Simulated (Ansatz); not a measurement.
## Contact densities of RbBr against volume

```
CELL_PARAMETERS angstrom
0.00000 3.45595 3.45595
3.45595 0.00000 3.45595
3.45595 3.45595 0.00000
ATOMIC_POSITIONS crystal
Rb 0.00000 0.00000 0.00000
Br 0.50000 0.50000 0.50000
```

Atoms are numbered in the order listed.

The cell is the one relaxed in the Materials Project (mp-22867), not relaxed further here; entries there can be hypothetical.

Computed with Ansatz 0.2.0, DFT, LDA, all-electron PAW with datasets made for the crystal, scalar-relativistic.

Settings: a Γ-centred 6×6×6 k mesh, Fermi–Dirac smearing of 0.03 eV, cutoff 200 eV (chosen by the program for this cell), no spin polarisation.

The contact density is the mean electron density over the nuclear volume; its changes follow the s electrons' response to bonding and compression. Changes below are taken from the unscaled cell, where it is 360388 e/Å³ at Rb1, 291929 e/Å³ at Br2.

```json
{"V/V(cell)": "0.9405", "P (GPa)": "-0.8", "Δρ(0) Rb1 (e/Å³)": "0.59", "Δρ(0) Br2 (e/Å³)": "?"}
{"V/V(cell)": "1.0000", "P (GPa)": "-1.5", "Δρ(0) Rb1 (e/Å³)": "0.00", "Δρ(0) Br2 (e/Å³)": "0.00"}
{"V/V(cell)": "1.0600", "P (GPa)": "-2.0", "Δρ(0) Rb1 (e/Å³)": "?", "Δρ(0) Br2 (e/Å³)": "?"}
```

Problem. What belongs in the row "0.9405", column "Δρ(0) Br2 (e/Å³)"?

Solution. -0.25.

Problem. Fill in "Δρ(0) Br2 (e/Å³)" for the row "1.0600".

Solution. 0.29.

Problem. What belongs in the row "1.0600", column "Δρ(0) Rb1 (e/Å³)"?

Solution. -0.47.

The datasets are made afresh for each cell, so very small changes are uncertain.
